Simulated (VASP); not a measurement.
# SnO (P4/nmm) in VASP: band structure with LDA

Aim: the band structure of SnO with LDA.

Program: VASP 6.6.1. These are calculated values, not measurements. Logs are shortened: lines on timing, memory, paths and dates and some standing lists are left out, and cuts for length are marked.

### 1 Starting point

The structure is tetragonal, space group P4/nmm (No. 129). The conventional cell has a = 3.767 Å, b = 3.767 Å, c = 4.637 Å, α = 90.00°, β = 90.00°, γ = 90.00°. Sn (site symmetry 4mm) is surrounded by 4 O at 2.21 Å. Around O (site symmetry -4m2) lie 4 Sn at 2.21 Å.

The cell was built by a generator and needn't be a form met in nature.

### 2 Band structure, LDA

File POSCAR:

```
SnO                                     
1.0
    3.7671399713      0.0000000000     -0.0000000000
   -0.0000000000      3.7671399713     -0.0000000000
   -0.0000000000      0.0000000000      4.6366300730
  Sn              O             
     2     2
Direct
     0.2500000000000000    0.2500000000000000    0.2478702468309708
     0.7500000000000000    0.7500000000000000    0.7521297531690292
     0.7500000000000000    0.2500000000000000    0.0000000000000000
     0.2500000000000000    0.7500000000000000    0.0000000000000000
```

File INCAR.step1:

```
SYSTEM = SnO
  PREC = Accurate
  ENCUT = 520
  EDIFF = 1E-6
  ISMEAR = 0
  SIGMA = 0.02
  LREAL = .False.
  LASPH = .True.
  NELM = 100
  ALGO = Normal
  ISIF = 2
  LWAVE = .False.
  LCHARG = .True.
  GGA = CA
```

File KPOINTS.step1:

```
Automatic mesh
0
Gamma
  10 10 8
  0 0 0
```

File INCAR.step2:

```
SYSTEM = SnO
  PREC = Accurate
  ENCUT = 520
  EDIFF = 1E-6
  ISMEAR = 0
  SIGMA = 0.05
  LREAL = .False.
  LASPH = .True.
  NELM = 100
  ALGO = Normal
  ISIF = 2
  LWAVE = .False.
  LCHARG = .False.
  GGA = CA
  ICHARG = 11
```

File KPOINTS.step2:

```
path GXMGZRAZ,XR,MA
10
line-mode
reciprocal
 0.0000000000  0.0000000000  0.0000000000  G
 0.0000000000  0.5000000000  0.0000000000  X

 0.0000000000  0.5000000000  0.0000000000  X
 0.5000000000  0.5000000000  0.0000000000  M

 0.5000000000  0.5000000000  0.0000000000  M
 0.0000000000  0.0000000000  0.0000000000  G

 0.0000000000  0.0000000000  0.0000000000  G
 0.0000000000  0.0000000000  0.5000000000  Z

 0.0000000000  0.0000000000  0.5000000000  Z
 0.0000000000  0.5000000000  0.5000000000  R

 0.0000000000  0.5000000000  0.5000000000  R
 0.5000000000  0.5000000000  0.5000000000  A

 0.5000000000  0.5000000000  0.5000000000  A
 0.0000000000  0.0000000000  0.5000000000  Z

 0.0000000000  0.5000000000  0.0000000000  X
 0.0000000000  0.5000000000  0.5000000000  R

 0.5000000000  0.5000000000  0.0000000000  M
 0.5000000000  0.5000000000  0.5000000000  A
```

Potentials or basis: VASP PAW LDA potentials, release 64 (Sn_d, O).

Command:

```bash
$ cat potpaw_LDA.64/Sn_d/POTCAR potpaw_LDA.64/O/POTCAR > POTCAR
$ cp INCAR.step1 INCAR
$ cp KPOINTS.step1 KPOINTS
$ mpirun -np 1 vasp_std > vasp.out
$ cp INCAR.step2 INCAR
$ cp KPOINTS.step2 KPOINTS
$ mpirun -np 1 vasp_std > vasp.out
```

OUTCAR:

```text
SYSTEM = SnO
   PREC = Accurate
   ENCUT = 520
   EDIFF = 1E-6
   ISMEAR = 0
   LREAL = .False.
   LASPH = .True.
   NELM = 100
   ISIF = 2
   GGA = CA
   ICHARG = 11

 ion  position               nearest neighbor table
   1  0.250  0.250  0.248-   3 2.21   4 2.21   4 2.21   3 2.21   2 3.52   2 3.52   2 3.52   2 3.52
                             2 3.54   2 3.54   2 3.54   2 3.54
   2  0.750  0.750  0.752-   3 2.21   4 2.21   3 2.21   4 2.21   1 3.52   1 3.52   1 3.52   1 3.52
                             1 3.54   1 3.54   1 3.54   1 3.54
   3  0.750  0.250  0.000-   1 2.21   2 2.21   2 2.21   1 2.21
   4  0.250  0.750  0.000-   1 2.21   2 2.21   1 2.21   2 2.21

  LATTYP: Found a simple tetragonal cell.
 ALAT       =     3.7671399713
 C/A-ratio  =     1.2308090775

  Lattice vectors:

 A1 = (   3.7671399713,   0.0000000000,   0.0000000000)
 A2 = (   0.0000000000,   3.7671399713,   0.0000000000)
 A3 = (   0.0000000000,   0.0000000000,   4.6366300730)

Analysis of symmetry for initial positions (statically):
=====================================================================
 Subroutine PRICEL returns:
 Original cell was already a primitive cell.

 Routine SETGRP: Setting up the symmetry group for a
 simple tetragonal supercell.

 Subroutine GETGRP returns: Found 16 space group operations
 (whereof  4 operations were pure point group operations)
 out of a pool of 16 trial point group operations.

The static configuration has the point symmetry C_2h.
 The point group associated with its full space group is D_4h.

Analysis of symmetry for dynamics (positions and initial velocities):
=====================================================================
 Subroutine PRICEL returns:
 Original cell was already a primitive cell.

 Routine SETGRP: Setting up the symmetry group for a
 simple tetragonal supercell.

 Subroutine GETGRP returns: Found 16 space group operations
 (whereof  4 operations were pure point group operations)
 out of a pool of 16 trial point group operations.

The dynamic configuration has the point symmetry C_2h.
 The point group associated with its full space group is D_4h.

 Subroutine INISYM returns: Found 16 space group operations
 (whereof  4 operations are pure point group operations),
 and found     1 'primitive' translations

----------------------------------------------------------------------------------------

                                     Primitive cell

  volume of cell :      65.8000

  direct lattice vectors                    reciprocal lattice vectors
     3.767139971  0.000000000  0.000000000     0.265453370  0.000000000  0.000000000
     0.000000000  3.767139971  0.000000000     0.000000000  0.265453370  0.000000000
     0.000000000  0.000000000  4.636630073     0.000000000  0.000000000  0.215673880

  length of vectors
     3.767139971  3.767139971  4.636630073     0.265453370  0.265453370  0.215673880

  position of ions in fractional coordinates (direct lattice)
     0.250000000  0.250000000  0.247870247
     0.750000000  0.750000000  0.752129753
     0.750000000  0.250000000  0.000000000
     0.250000000  0.750000000  0.000000000

  ion indices of the primitive-cell ions
   primitive index   ion index
                 1           1
                 2           2
                 3           3
                 4           4

----------------------------------------------------------------------------------------

 KPOINTS: path GXMGZRAZ,XR,MA

Interpolating k-points between supplied coordinates.

 Line segments in fractional coordinates (reciprocal lattice):
    0.000000  0.000000  0.000000  ...  0.000000  0.500000  0.000000
    0.000000  0.500000  0.000000  ...  0.500000  0.500000  0.000000
    0.500000  0.500000  0.000000  ...  0.000000  0.000000  0.000000
    0.000000  0.000000  0.000000  ...  0.000000  0.000000  0.500000
    0.000000  0.000000  0.500000  ...  0.000000  0.500000  0.500000
    0.000000  0.500000  0.500000  ...  0.500000  0.500000  0.500000
    0.500000  0.500000  0.500000  ...  0.000000  0.000000  0.500000
    0.000000  0.500000  0.000000  ...  0.000000  0.500000  0.500000
    0.500000  0.500000  0.000000  ...  0.500000  0.500000  0.500000

 Generated    10 points on each line segment, for a total of     90 k-points:

 Following reciprocal coordinates:
            Coordinates               Weight
  0.000000  0.000000  0.000000      0.011111
  0.000000  0.055556  0.000000      0.011111
  0.000000  0.111111  0.000000      0.011111
  0.000000  0.166667  0.000000      0.011111
  0.000000  0.222222  0.000000      0.011111
  0.000000  0.277778  0.000000      0.011111
[... 16 lines left out ...]
  0.388889  0.388889  0.000000      0.011111
  0.333333  0.333333  0.000000      0.011111
 [... further k-points ...]
   k-points           NKPTS =     90   k-points in BZ     NKDIM =     90   number of bands    NBANDS=     24
   number of dos      NEDOS =    301   number of ions     NIONS =      4
   total plane-waves  NPLWV =  28224
   dimension x,y,z NGX =    28 NGY =   28 NGZ =   36
   dimension x,y,z NGXF=    56 NGYF=   56 NGZF=   72
   ions per type =               2   2
   NGX,Y,Z   is equivalent  to a cutoff of  12.36, 12.36, 12.91 a.u.
   NGXF,Y,Z  is equivalent  to a cutoff of  24.71, 24.71, 25.82 a.u.
 SYSTEM =  SnO
   PREC   = accura    normal or accurate (medium, high low for compatibility)
   ISTART =      0    job   : 0-new  1-cont  2-samecut
   ICHARG =     11    charge: 1-file 2-atom 10-const
   ISPIN  =      1    spin polarized calculation?
   LNONCOLLINEAR =      F non collinear calculations
   LSORBIT =      F    spin-orbit coupling
   LASPH  =      T    aspherical Exc in radial PAW
   ENCUT  =  520.0 eV  38.22 Ry    6.18 a.u.   7.00  7.00  8.62*2*pi/ulx,y,z
   NELM   =    100;   NELMIN=  2; NELMDL=  0     # of ELM steps
   EDIFF  = 0.1E-05   stopping-criterion for ELM
   LREAL  =      F    real-space projection
   EDIFFG = 0.1E-04   stopping-criterion for IOM
   NSW    =      0    number of steps for IOM
   IBRION =     -1    ionic relax: 0-MD 1-quasi-New 2-CG
   NFREE  =      0    steps in history (QN), initial steepest desc. (CG)
   ISIF   =      2    stress and relaxation
   ISYM   =      2    0-nonsym 1-usesym 2-fastsym
   POTIM  = 0.5000    time-step for ionic-motion
   TEBEG  =    0.0;   TEEND  =   0.0 temperature during run
   PSTRESS=    0.0 pullay stress
   NELECT =      40.0000    total number of electrons
   NUPDOWN=      -1.0000    fix difference up-down
   EMIN   =  10.00;   EMAX   =-10.00  energy-range for DOS
   EFERMI =   0.00;   METHOD = LEGACY
   ISMEAR =     0;   SIGMA  =   0.05  broadening in eV -4-tet -1-fermi 0-gaus
   EFERMI_NEDOS =   21; number of points for ismear=-14 and -15
   IALGO  =     38    algorithm
   IMIX   =      4    mixing-type and parameters
     AMIX     =   0.40;   BMIX     =  1.00
     AMIX_MAG =   1.60;   BMIX_MAG =  1.00
  volume/ion in A,a.u.               =      16.45       111.01
  Fermi-wavevector in a.u.,A,eV,Ry     =   1.386818  2.620706 26.167602  1.923264
  Thomas-Fermi vector in A             =   2.511098
   LORBIT       =      0    0 simple, 1 ext, 2 COOP (PROOUT), +10 PAW based schemes
   GGA     = CA    functional components
   LHFCALC =     F    Hartree Fock is set to
   AEXX    =    0.0000 exact exchange contribution
   IVDW    =     0    specifies the selected vdW correction
   LEPSILON=     F    determine dielectric tensor
   LRPA    =     F    only Hartree local field effects (RPA)
 non-spin polarized calculation
 Gauss-broadening in eV      SIGMA  =   0.05
  energy-cutoff  :      520.00
  volume of cell :       65.80
 maximum number of plane-waves:      1806

 number of electron      40.0000011 magnetization

 Free energy of the ion-electron system (eV)
  ---------------------------------------------------
  ext. energy  EPLUGINS =         0.00000000
  ---------------------------------------------------
  free energy    TOTEN  =       -25.24146620 eV

  energy without entropy =      -25.23966498  energy(sigma->0) =      -25.24056559

 E-fermi :   7.5626     XC(G=0): -11.0172

 val. band max:        7.5533972870   @ k =   0.4444   0.4444   0.0000
 cond. band min:       7.5768180558   @ k =   0.4444   0.5000   0.0000
 fundamental gap:      0.0234207687
 Fermi energy:         7.5625740327

 k-point     1 :       0.0000    0.0000    0.0000
  band No.  band energies     occupation
      1     -14.3736      2.00000
      2     -13.9105      2.00000
      3     -13.9105      2.00000
      4     -13.8938      2.00000
      5     -13.8447      2.00000
      6     -13.8370      2.00000
[... 16 lines left out ...]
     23      12.1156      0.00000
     24      12.3752      0.00000

 k-point     2 :       0.0000    0.0556    0.0000
  band No.  band energies     occupation
      1     -14.3716      2.00000
      2     -13.9098      2.00000
      3     -13.9093      2.00000
      4     -13.8929      2.00000
      5     -13.8432      2.00000
      6     -13.8372      2.00000
[... 16 lines left out ...]
     23      12.1362      0.00000
     24      12.5515      0.00000

 k-point     3 :       0.0000    0.1111    0.0000
  band No.  band energies     occupation
      1     -14.3660      2.00000
      2     -13.9079      2.00000
      3     -13.9058      2.00000
      4     -13.8928      2.00000
      5     -13.8388      2.00000
      6     -13.8376      2.00000
[... 16 lines left out ...]
     23      12.1977      0.00000
     24      12.7240      0.00000
[... 514 lines left out ...]
 k-point    23 :       0.3889    0.3889    0.0000
  band No.  band energies     occupation
      1     -14.3218      2.00000
      2     -14.2840      2.00000
      3     -13.8589      2.00000
      4     -13.8557      2.00000
      5     -13.8488      2.00000
      6     -13.8317      2.00000
[... 16 lines left out ...]
     23      12.1042      0.00000
     24      12.4205      0.00000

 k-point    24 :       0.3333    0.3333    0.0000
  band No.  band energies     occupation
      1     -14.3203      2.00000
      2     -14.2330      2.00000
      3     -13.8728      2.00000
      4     -13.8531      2.00000
      5     -13.8473      2.00000
      6     -13.8413      2.00000
[... 16 lines left out ...]
     23      12.0600      0.00000
     24      12.7227      0.00000

 [... further k-points ...]

------------------------ aborting loop because EDIFF is reached ----------------------------------------

  FORCE on cell =-STRESS in cart. coord.  units (eV):
  Direction    XX          YY          ZZ          XY          YZ          ZX
  --------------------------------------------------------------------------------------
  -------------------------------------------------------------------------------------
  Total       -0.7309764     -0.7309764     -0.0367579      0.0000000      0.0000000     -0.0000000
  in kB      -17.7986880    -17.7986880     -0.8950250      0.0000000      0.0000000     -0.0000000
  external PRESSURE =     -12.1641336 kB  Pullay stress =       0.0000000 kB

 VOLUME and BASIS-vectors are now :
 -----------------------------------------------------------------------------
  energy-cutoff  :      520.00
  volume of cell :       65.80
      direct lattice vectors                 reciprocal lattice vectors
     3.767139971  0.000000000  0.000000000     0.265453370  0.000000000  0.000000000
     0.000000000  3.767139971  0.000000000     0.000000000  0.265453370  0.000000000
     0.000000000  0.000000000  4.636630073     0.000000000  0.000000000  0.215673880

 POSITION                                       TOTAL-FORCE (eV/Angst)
 -----------------------------------------------------------------------------------
      0.94178      0.94178      1.14928         0.000000      0.000000      0.122467
      2.82535      2.82535      3.48735        -0.000000     -0.000000     -0.122467
      2.82535      0.94178      0.00000        -0.000000     -0.000000      0.000000
      0.94178      2.82535      0.00000        -0.000000     -0.000000      0.000000
 -----------------------------------------------------------------------------------
    total drift:                                0.000000      0.000000     -0.000000

  FREE ENERGIE OF THE ION-ELECTRON SYSTEM (eV)
  ---------------------------------------------------
  free  energy   TOTEN  =       -25.2414661990 eV

  energy  without entropy=      -25.2396649790  energy(sigma->0) =      -25.24056559
```

It took 84 s on 1 thread of Intel Xeon 6975P-C (Granite Rapids), shared host; peak memory 0.25 GiB.

Results:

```
Band gap along the path : none (metal or under the smearing width)
```

Levels at the corners of the path, in eV from the Fermi level:
```
point  band 18  band 19  band 20  band 21  band 22  band 23
    Γ    -3.33    -3.33    -0.02     2.30     4.45     4.45
    X    -5.09    -2.96    -2.96     3.37     3.37     5.81
    X    -5.09    -2.96    -2.96     3.37     3.37     5.81
    M    -2.64    -1.97    -1.97    -0.27    -0.27     4.42
    M    -2.64    -1.97    -1.97    -0.27    -0.27     4.42
    Γ    -3.33    -3.33    -0.02     2.30     4.45     4.45
    Γ    -3.33    -3.33    -0.02     2.30     4.45     4.45
    Z    -3.35    -2.77    -2.32     1.54     2.57     2.57
    Z    -3.35    -2.77    -2.32     1.54     2.57     2.57
    R    -5.03    -1.83    -1.83     2.77     2.77     5.20
    R    -5.03    -1.83    -1.83     2.77     2.77     5.20
    A    -2.99    -2.64    -2.64     2.20     2.20     4.37
    A    -2.99    -2.64    -2.64     2.20     2.20     4.37
    Z    -3.35    -2.77    -2.32     1.54     2.57     2.57
    X    -5.09    -2.96    -2.96     3.37     3.37     5.81
    R    -5.03    -1.83    -1.83     2.77     2.77     5.20
    M    -2.64    -1.97    -1.97    -0.27    -0.27     4.42
    A    -2.99    -2.64    -2.64     2.20     2.20     4.37
```

Caveat: the log is that of the step along the path at fixed density, whose energy, stress, charges and moments have no meaning; spin-orbit coupling is left out, which moves the levels of the heavy elements.
